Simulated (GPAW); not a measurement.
# CdS (P3m1) in GPAW: single point with LDA

Aim: the single point of CdS with LDA.

All numbers are computed with GPAW 26.7.0; they aren't measurements. Logs are shortened: lines on timing, memory, paths and dates and some standing lists are left out, and cuts for length are marked. The log counts tension as positive stress, the text compression.

### 1 The structure

The structure is trigonal, space group P3m1 (No. 156). Conventional cell: a = 4.261 Å, b = 4.261 Å, c = 5.804 Å, α = 90.00°, β = 90.00°, γ = 120.00°. Around Cd (site symmetry 3m) lie 3 S at 2.46 Å. S (site symmetry 3m) has 3 Cd at 2.46 Å as nearest neighbours.

Measurements of this composition are mostly on another form, of space group No. 186.

### 2 Single point, LDA

Input file run.py:

```python
from ase.dft.bandgap import bandgap
from ase.io import read, write
from ase.units import GPa
from gpaw import GPAW, PW

atoms = read('POSCAR')

calc = GPAW(mode=PW(500),
            xc='LDA',
            kpts={'size': (6, 6, 4), 'gamma': True},
            occupations={'name': 'fermi-dirac', 'width': 0.05},
            nbands=18,
            maxiter=120,
            txt='gpaw.txt')
atoms.calc = calc
energy = atoms.get_potential_energy()
forces = atoms.get_forces()
stress = atoms.get_stress()
calc.write('gs.gpw')
write('result.traj', atoms)
print(f'Energy: {energy:.6f} eV')
print('Forces (eV/A):')
print(forces.round(4))
print('Stress (GPa):', (stress / GPa).round(3))
print('Fermi level:', round(calc.get_fermi_level(), 4), 'eV')
print(f'Gap: {bandgap(calc)[0]:.4f} eV, direct: {bandgap(calc, direct=True)[0]:.4f} eV')
```

Input file POSCAR:

```
CdS
1.0
    4.2611695877      0.0000000000      0.0000000000
   -2.1305847939      3.6902811128      0.0000000000
    0.0000000000      0.0000000000      5.8041729400
Cd S
1 1
Direct
    0.0000000000      0.0000000000      0.4426919200
    0.6666666667      0.3333333333      0.4343080800
```

Potentials or basis: the program's PAW data sets (release 1.2.1) made for this functional, pw.

Run with:

```bash
$ OMP_NUM_THREADS=1 python run.py
```

gpaw.txt:

```text
__  _  _
 | _ |_)|_||  |
 |__||  | ||/\| - 26.7.0

Input parameters:
  mode=PW(ecut=500.0),
  kpts=MonkhorstPack(size=(6, 6, 4), gamma=True),
  maxiter=120,
  nbands=18,
  occupations=Occupations(name='fermi-dirac', width=0.05),
  xc=XC(name='LDA')

Diagonalizing LCAO Hamiltonian
Converting LCAO to pw mode

       Cd    S

Atoms  # Å, Bohr magnetons
|   | symbol |        x |        y |        z |    initial magnetic moments |
|---|--------|----------|----------|----------|-----------------------------|
| 0 |     Cd | 0.000000 | 0.000000 | 2.569460 | ( 0.0000,  0.0000,  0.0000) |
| 1 |      S | 2.130585 | 1.230094 | 2.520799 | ( 0.0000,  0.0000,  0.0000) |

Unit cell  # Å
| periodic |         x |        y |        z |  lengths |     angles |
|----------|-----------|----------|----------|----------|------------|
|      yes |  4.261170 | 0.000000 | 0.000000 | 4.261170 |  90.000000 |
|      yes | -2.130585 | 3.690281 | 0.000000 | 4.261170 |  90.000000 |
|      yes |  0.000000 | 0.000000 | 5.804173 | 5.804173 | 120.000000 |

Number of symmetries: 6
Symmetry operations  # r_c * U_cc + t_c -> r_c
|   | kind |            matrix            |
|---|------|------------------------------|
| 0 |  σ   |  1, 1, 0,  0,-1, 0,  0, 0, 1 |
| 1 |  E   |  1, 0, 0,  0, 1, 0,  0, 0, 1 |
| 2 |  C3  |  0, 1, 0, -1,-1, 0,  0, 0, 1 |
| 3 |  σ   |  0,-1, 0, -1, 0, 0,  0, 0, 1 |
| 4 |  σ   | -1, 0, 0,  1, 1, 0,  0, 0, 1 |
| 5 |  C3  | -1,-1, 0,  1, 0, 0,  0, 0, 1 |

BZ-sampling:
  Number of BZ points: 144
  Number of IBZ points: 24

  Monkhorst-Pack size: [6, 6, 4]
  Monkhorst-Pack shift: [0.08333333333333333, 0.08333333333333333, 0.125]

K-points  # in reciprocal-cell coordinates
|     |                                coordinates |     weight |
|-----|--------------------------------------------|------------|
|   0 | (  0.00000000,   0.00000000,   0.00000000) | 0.00694444 |
|   1 | (  0.00000000,   0.00000000,   0.25000000) | 0.01388889 |
|   2 | (  0.00000000,   0.00000000,   0.50000000) | 0.00694444 |
|   3 | (  0.16666667,   0.00000000,  -0.25000000) | 0.04166667 |
|   4 | (  0.16666667,   0.00000000,   0.00000000) | 0.04166667 |
|   5 | (  0.16666667,   0.00000000,   0.25000000) | 0.04166667 |
|   6 | (  0.16666667,   0.00000000,   0.50000000) | 0.04166667 |
|   7 | (  0.33333333,  -0.16666667,   0.00000000) | 0.04166667 |
|   8 | (  0.33333333,  -0.16666667,   0.25000000) | 0.08333333 |
|   9 | (  0.33333333,  -0.16666667,   0.50000000) | 0.04166667 |
| ... |                                            |            |
|  23 | (  0.50000000,   0.50000000,   0.50000000) | 0.02083333 |

Plane wave coefficients: 2350
Cutoff: 500.0 eV

Spin-components: 1 (collinear spins)
Bands:           18
Projectors:      11
Spin-degeneracy: 2
Datatype:        complex128

Parallelization:
  kpt:    1
  domain: 1
  band:   1

Density:
  Valence electrons: 18.0
  Components: 1
  Grid points: [24 24 30]
  Charge: 0.0  # |e|

Potential:
  Grid points: [24 24 30]

species:
  Cd:
    name:    Cadmium
    Z:       48.0
    valence: 12
    core:    36
    charge:  0.0  # [|e|]
    compensation charges:
      type: gauss
      rc: 0.38  # [Å]
      lmax: 2
    cutoffs:
      filter: 2.12  # [Å]
      core: 2.62  # [Å]
    projectors
    | kind |    occ | energy [eV] | rcut [Å] |
    |------|--------|-------------|----------|
    |   5s |  2.000 |      -5.950 |    1.191 |
    |   5p |  0.000 |      -1.328 |    1.228 |
    |   4d | 10.000 |     -11.904 |    1.164 |
    |    s |        |      21.261 |    1.191 |
    |    p |        |      25.883 |    1.228 |
    |    d |        |      15.307 |    1.164 |

    Using partial waves for Cd as LCAO basis

  S:
    name:    Sulfur
    Z:       16.0
    valence: 6
    core:    10
    charge:  0.0  # [|e|]
    compensation charges:
      type: gauss
      rc: 0.24  # [Å]
      lmax: 2
    cutoffs:
      filter: 1.77  # [Å]
      core: 1.66  # [Å]
    projectors
    | kind |    occ | energy [eV] | rcut [Å] |
    |------|--------|-------------|----------|
    |   3s |  2.000 |     -17.278 |    0.974 |
    |   3p |  4.000 |      -7.106 |    0.979 |
    |    s |        |       9.933 |    0.974 |
    |    p |        |      20.105 |    0.979 |
    |    d |        |       0.000 |    0.900 |

    Using partial waves for S as LCAO basis

Reference energy: -162860.550595  # eV

eigensolver:
  PPCG
  Converge bands: occupied
  niter=2

density mixing:
  MSR1-Mixer
  Pratt-step length: 0.05
  Maximum mixing coefficient: 0.75
  Old densities: 10
  SVD Regularization: 0.005
  Good broyden scale: 1.0
  Trust region scale: 1.0
  Backstep threshold: 4.0
  History deletion threshold: 6.0
  Fourier metric: weight=20.0, sigma=0.015

occupation numbers:
  Fermi-Dirac:
    width: 0.0500  # eV

poisson solver:
  ecut: 4000.0  # eV

xc functional:
  name: None

convergence criteria:
- Maximum [total energy] change in last 3 cyles: 0.0005 eV / valence electron
- Maximum integral of absolute [dens]ity change: 0.0001 electrons / valence electron
- Maximum integral of absolute [eigenst]ate change: 4e-08 eV^2 / valence electron
maximum number of iterations: 120

SCF iterations
|iter     | |      energy | eigst |  dens |
|---------|-|-------------|-------|-------|
|iter:   1| |   -7.501763 | -0.39 |       |
|iter:   2| |   -7.345258 | -2.06 | -1.08 |
|iter:   3| |   -6.806718 | -1.36 | -1.12 |
|iter:   4| |   -6.796684 | -3.24 | -1.67 |
|iter:   5| |   -6.794720 | -3.85 | -2.09 |
|iter:   6| |   -6.794731c| -5.22 | -3.02 |
|iter:   7| |   -6.794734c| -6.26 | -3.41 |
|iter:   8| |   -6.794734c| -7.57c| -4.40c|

Converged in 8 steps
Energy contributions relative to reference atoms: (reference = -162860.550595)

Energy contributions:
  Kinetic:          10.673885
  Coulomb:         -10.117815
  Zero:              0.099584
  External:          0.000000
  Xc:               -7.450387
  Entropy:          -0.000000
  Spinorbit:         0.000000
  ----------------------------
  Free energy:      -6.794734
  Extrapolated:     -6.794734

dipole moment: (-6.531404, -12.525418, -0.028606)  # |e|*Ang

Fermi level: -0.485
Eigenvalues  # (at kpt = [0.000, 0.000, 0.000])
| band index |      eig [eV] | occ [0-2] |
|------------|---------------|-----------|
|          0 |       -12.766 |     2.000 |
|          1 |        -8.800 |     2.000 |
|          2 |        -8.800 |     2.000 |
|          3 |        -8.263 |     2.000 |
|          4 |        -8.263 |     2.000 |
|          5 |        -8.046 |     2.000 |
[... 10 lines left out ...]
|         16 |        10.362 |     0.000 |
|         17 |        12.737 |     0.000 |

Gap: 1.239 eV
Transition (v -> c):
  (s=0, k=14, n=8, [0.33, 0.33, 0.00]) -> (s=0, k=0, n=9, [0.00, 0.00, 0.00])
Direct/indirect transitions are different
Direct gap: 1.250 eV
Transition at: (s=0, k=0, n=8, [0.00, 0.00, 0.00])

Forces  # eV/Ang
|       x |       y |        z |
|---------|---------|----------|
| 0.00000 | 0.00000 | -0.02790 |  # Cd   0
| 0.00000 | 0.00000 |  0.02704 |  # S    1

Stress tensor  # eV/Ang^3
|        x |         y |         z |
|----------|-----------|-----------|
| 0.025178 |  0.000000 |  0.000000 |
| 0.000000 |  0.025178 | -0.000000 |
| 0.000000 | -0.000000 |  0.001783 |

# Writing to gs.gpw (mode='')
```

Run time: 17 s. Hardware: 1 thread of Arm Neoverse V1, shared host; peak memory 0.17 GiB.

Results:

| Item | Value |
| --- | --- |
| Free energy | -6.7947 eV |
| Pressure | -2.8 GPa |
| Largest force | 0.028 eV/Å |
| Band gap on the k mesh | 1.24 eV, indirect (least direct gap 1.25 eV) |

Forces in eV/Å, atoms in the order of the input:
```
Cd   0.000  0.000 -0.028
S    0.000  0.000  0.027
```

Stress tensor (GPa, compression positive):
```
-4.03  0.00  0.00
 0.00 -4.03  0.00
 0.00  0.00 -0.29
```

Caveat: the cutoff is short for stress and forces, so pressures can be off by a GPa or more. A hybrid or GW would open this gap; LDA tends to underestimate it.
